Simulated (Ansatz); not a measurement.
## Te2Pt (P-3m1): electronic heat capacity and spin susceptibility from the density of states

The calculation used DFT PBE+D3(BJ), scalar-relativistic, plane waves, PAW in Ansatz 0.2.0.

Plane waves to 420 eV, a k mesh through Γ of 12×12×8 on the computed 3-atom cell and Gaussian smearing (0.10 eV); no spin polarisation.

Relaxed cell: P-3m1, a = 4.052 Å, b = 4.052 Å, c = 5.094 Å, α = 90.00°, β = 90.00°, γ = 120.00°, 3 atoms in the primitive cell.

The density of states at the Fermi level is 1.305 states/eV in the cell of 3 atoms (1 formula unit; both spins, tetrahedra on a 18×18×12 mesh).

Question: What Sommerfeld coefficient and Pauli susceptibility does this give?

Answer: Per formula unit N(E_F) = 1.305 states/eV. γ = (π²/3) k_B² N(E_F) N_A = 2.357 mJ/(mol K²) per state/eV, so γ = 3.1 mJ/(mol K²), a mole of formula units. χ_P = μ_B² N(E_F) N_A = 3.23×10⁻⁵ emu/mol per state/eV gives 4.2×10⁻⁵ emu/mol. This is the bare band result: a measured γ of the same phase is as a rule larger by a factor 1 + λ from phonons and spin fluctuations, the spin part of χ is larger by the Stoner factor, and a measured χ also holds orbital and core terms. N(E_F) at one energy is sensitive to the mesh where the density of states has sharp peaks.

Spin-orbit coupling is left out, which matters for the bands of heavy elements.

Cost: 1 run of about 1.1 core-minutes, on Arm Neoverse V2 (shared hosts).